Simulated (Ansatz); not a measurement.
Ytterbium (dhcp) across density functionals

All rows: Ansatz, plane waves with scalar-relativistic PAW, 420 eV (500 eV for the SCAN forms), relaxed under each functional, no dispersion correction, no zero-point motion. B₀ comes from uniform scaling at fixed shape; a dash is a value not given.

```csv
functional,V (Å³/atom),cell,B₀ (GPa),magnetic state,ΔE to fcc (meV/atom)
PBE,35.71,"a = 3.695 Å, c = 12.079 Å (c/a = 3.269)",18,spin not included,12
r²SCAN,35.36,"a = 3.678 Å, c = 12.074 Å (c/a = 3.283)",19,spin not included,14
PBEsol,32.53,"a = 3.584 Å, c = 11.699 Å (c/a = 3.264)",21,spin not included,9
LDA,29.66,"a = 3.476 Å, c = 11.340 Å (c/a = 3.263)",24,spin not included,7
revPBE,38.10,"a = 3.774 Å, c = 12.359 Å (c/a = 3.275)",16,spin not included,12
RPBE,38.84,"a = 3.797 Å, c = 12.446 Å (c/a = 3.278)",16,spin not included,11
```

(1) What does BLYP give?

Semilocal functionals delocalise ytterbium's f shell and shrink the cell.

## Answers

(1) V (Å³/atom): 37.42; cell: a = 3.755 Å, c = 12.258 Å (c/a = 3.264); B₀ (GPa): 16; magnetic state: spin not included; ΔE to fcc (meV/atom): 12.
